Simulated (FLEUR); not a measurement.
CdSe (Cadmoselite):

```
CELL_PARAMETERS angstrom
4.30000 0.00000 0.00000
-2.15000 3.72391 0.00000
0.00000 0.00000 7.02000
ATOMIC_POSITIONS crystal
Cd 0.66667 0.33333 0.50000
Cd 0.33333 0.66667 0.00000
Se 0.66667 0.33333 0.88500
Se 0.33333 0.66667 0.38500
```

Base run:

| Property | Result |
| --- | --- |
| Program | FLEUR MaX-R8.1 (later development tree) |
| Functional | r2SCAN |
| Potentials or basis | all-electron |
| Basis | FLAPW |
| Kmax | 4.67 1/bohr |
| k mesh | 7 × 7 × 4 |
| Occupations | fermi-dirac, width 0.05 eV |
| Spin | no spin polarisation |

Its results: band gap on the k mesh 1.18 eV, direct.

Task: The run is repeated on the same cell with these changes: functional from r2SCAN to PBEsol. What comes out?

Result: Band gap on the k mesh 0.58 eV, direct.

r2SCAN gives the wider gap, since meta-GGAs in the generalised Kohn-Sham scheme recover part of the derivative discontinuity.

Caveats: the meta-GGA is that of a development version, with a GGA for the radial functions and cores and without core tails (some runs).

Not every run made on this cell is shown here.
